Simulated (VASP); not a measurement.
# Re (P6_3/mmc) in VASP: a series of runs, part 2 of 2

VASP 6.6.1. Earlier steps stand in the parts before.

**3. Relaxation of shape and atoms at fixed volume, PBEsol**

INCAR reads:

```
PREC     = Accurate       # precision mode
ENCUT    = 600            # plane-wave cutoff, eV
EDIFF    = 1E-7           # SCF threshold, eV
ISMEAR   = 1              # smearing method
SIGMA    = 0.1            # smearing width, eV
LREAL    = False          # projectors in reciprocal space
LASPH    = True           # aspherical terms in the spheres
NELM     = 80             # most SCF steps
ALGO     = Normal         # electronic algorithm
ISIF     = 4              # what is computed and relaxed
LWAVE    = False          # write WAVECAR
LCHARG   = False          # write CHGCAR
GGA      = PS             # functional
IBRION   = 2              # ionic algorithm
NSW      = 40             # ionic steps
EDIFFG   = -0.01          # ionic threshold
```

KPOINTS reads:

```
Automatic mesh
0
Gamma
  15 15 8
```

POSCAR reads:

```
Re                                      
1.0
    2.7481646768      0.0000000000      0.0000000000
   -1.3740823384      2.3799804239     -0.0000000000
   -0.0000000000      0.0000000000      4.4520249938
  Re            
     2
Direct
     0.3333333332999970    0.6666666667000030    0.2500000000000000
     0.6666666667000030    0.3333333332999970    0.7500000000000000
```

Potentials or basis: VASP PAW PBE potentials, release 64 (Re).

The run is started by

```console
$ cat potpaw_PBE.64/Re/POTCAR > POTCAR
$ mpirun -np 1 vasp_std > vasp.out
```

It took 21 s on 1 thread of Intel Xeon 6975P-C (Granite Rapids), shared host; peak memory 0.18 GiB.

The run converged. Its results:

```
Free energy             : -26.7413 eV
Pressure after relaxing : 0.0 GPa
Band gap on the k mesh  : none (metal or under the smearing width)
```

Final structure:
```cif
data_structure
_symmetry_space_group_name_H-M 'P 1'
_symmetry_Int_Tables_number 1
_cell_length_a 2.7482
_cell_length_b 2.7482
_cell_length_c 4.4520
_cell_angle_alpha 90.000
_cell_angle_beta 90.000
_cell_angle_gamma 120.000
_cell_volume 29.12
loop_
_atom_site_label
_atom_site_type_symbol
_atom_site_fract_x
_atom_site_fract_y
_atom_site_fract_z
_atom_site_occupancy
Re1 Re 0.33333 0.66667 0.25000 1
Re2 Re 0.66667 0.33333 0.75000 1
```

Levels at points of the mesh, in eV from the Fermi level:
```csv
k point,band 3,band 4,band 5,band 6,band 7,band 8,band 9,band 10,band 11
"(0.00, 0.00, 0.00)",-1.62,-1.58,-1.58,-0.73,-0.73,0.24,0.24,0.63,3.45
"(0.00, 0.00, 0.50)",-2.41,-2.41,-1.70,-1.70,-1.70,-1.70,2.62,2.62,2.62
```

Caveat: the relaxation stopped at its first step, so nothing moved; the PAW data sets were made with another functional, which shifts forces and pressure a little. Spin-orbit coupling is left out, which matters for the levels of Re.

**4. Relaxation of shape and atoms at fixed volume, PBEsol (a relaxed cell with its volume scaled by 1.02)**

INCAR is that of step 3.

KPOINTS is that of step 3.

POSCAR reads:

```
Re                                      
1.0
    2.7663649733      0.0000000000      0.0000000000
   -1.3831824866      2.3957423430     -0.0000000000
   -0.0000000000      0.0000000000      4.4815094623
  Re            
     2
Direct
     0.3333333332999970    0.6666666667000030    0.2500000000000000
     0.6666666667000030    0.3333333332999970    0.7500000000000000
```

Potentials or basis: VASP PAW PBE potentials, release 64 (Re).

The run is started by

```console
$ cat potpaw_PBE.64/Re/POTCAR > POTCAR
$ mpirun -np 1 vasp_std > vasp.out
```

OUTCAR:

```text
PREC = Accurate
   ENCUT = 600
   EDIFF = 1E-7
   ISMEAR = 1
   LREAL = False
   LASPH = True
   NELM = 80
   ISIF = 4
   GGA = PS
   IBRION = 2
   NSW = 40
   EDIFFG = -0.01

 ion  position               nearest neighbor table
   1  0.333  0.667  0.250-   2 2.75   2 2.75   2 2.75   2 2.75   2 2.75   2 2.75
   2  0.667  0.333  0.750-   1 2.75   1 2.75   1 2.75   1 2.75   1 2.75   1 2.75

  LATTYP: Found a hexagonal cell.
 ALAT       =     2.7663649733
[... 533 lines left out ...]

  FORCE on cell =-STRESS in cart. coord.  units (eV):
  Direction    XX          YY          ZZ          XY          YZ          ZX
  --------------------------------------------------------------------------------------
  -------------------------------------------------------------------------------------
  Total       -1.4100833     -1.4100833     -1.4170555     -0.0000000     -0.0000000     -0.0000000
  in kB      -76.0643992    -76.0643992    -76.4405055     -0.0000000     -0.0000000     -0.0000000
  external PRESSURE =     -76.1897679 kB  Pullay stress =       0.0000000 kB

 VOLUME and BASIS-vectors are now :
 -----------------------------------------------------------------------------
  energy-cutoff  :      600.00
  volume of cell :       29.70
      direct lattice vectors                 reciprocal lattice vectors
     2.766364973  0.000000000  0.000000000     0.361485202  0.208703578  0.000000000
    -1.383182487  2.395742343  0.000000000     0.000000000  0.417407157  0.000000000
     0.000000000  0.000000000  4.481509462     0.000000000  0.000000000  0.223139103

 POSITION                                       TOTAL-FORCE (eV/Angst)
 -----------------------------------------------------------------------------------
     -0.00000      1.59716      1.12038         0.000000      0.000000      0.000000
      1.38318      0.79858      3.36113        -0.000000     -0.000000      0.000000
 -----------------------------------------------------------------------------------
    total drift:                               -0.000000      0.000000     -0.000000

  FREE ENERGIE OF THE ION-ELECTRON SYSTEM (eV)
  ---------------------------------------------------
  free  energy   TOTEN  =       -26.7273070943 eV

  energy  without entropy=      -26.7281579711  energy(sigma->0) =      -26.72759072

 reached required accuracy - stopping structural energy minimisation
```

CONTCAR:

```text
Re
   1.00000000000000
     2.7663649733000000    0.0000000000000000    0.0000000000000000
    -1.3831824866000000    2.3957423430000002    0.0000000000000000
     0.0000000000000000    0.0000000000000000    4.4815094623000000
  Re
     2
Direct
     0.3333333332999970    0.6666666667000030    0.2500000000000000
     0.6666666667000030    0.3333333332999970    0.7500000000000000

  0.00000000E+00  0.00000000E+00  0.00000000E+00
  0.00000000E+00  0.00000000E+00  0.00000000E+00
```

Wall time 21 s (1 thread of Intel Xeon 6975P-C (Granite Rapids), shared host); peak memory 0.19 GiB.

What came out:

```
Free energy             : -26.7273 eV
Pressure after relaxing : -7.6 GPa
Band gap on the k mesh  : none (metal or under the smearing width)
```

Final structure:
```xyz
2
Lattice="2.7664 0.0000 0.0000 -1.3832 2.3957 0.0000 0.0000 0.0000 4.4815" Properties=species:S:1:pos:R:3 pbc="T T T"
Re    0.0000    1.5972    1.1204
Re    1.3832    0.7986    3.3611
```

Levels at points of the mesh, in eV from the Fermi level:
| k point | band 3 | band 4 | band 5 | band 6 | band 7 | band 8 | band 9 | band 10 | band 11 |
| --- | --- | --- | --- | --- | --- | --- | --- | --- | --- |
| (0.00, 0.00, 0.00) | -1.57 | -1.53 | -1.53 | -0.71 | -0.71 | 0.24 | 0.24 | 0.59 | 3.35 |
| (0.00, 0.00, 0.50) | -2.35 | -2.35 | -1.65 | -1.65 | -1.65 | -1.65 | 2.54 | 2.54 | 2.54 |

Caveat: the relaxation stopped at its first step, so nothing moved; the PAW data sets were made with another functional, which shifts forces and pressure a little. The run has no spin-orbit coupling, so splittings on Re are missing.

**5. Summary**

```csv
cell,gap on the mesh (eV),pressure (GPa)
atoms relaxed at fixed volume from: a relaxed cell with its volume scaled by 0.98,none,8.5
atoms relaxed at fixed volume,none,0.0
atoms relaxed at fixed volume from: a relaxed cell with its volume scaled by 1.02,none,-7.6
```

Alike in all rows: task relaxation of shape and atoms at fixed volume; level PBEsol; potentials or basis VASP PAW PBE potentials, release 64 (Re); no spin polarisation; k mesh 15 × 15 × 8; cutoff (eV) 600; smearing methfessel-paxton 0.1 eV.

Caveats: the relaxation stopped at its first step, so nothing moved; the PAW data sets were made with another functional, which shifts forces and pressure a little.

Absolute energies hang on the potentials; compare differences alone.
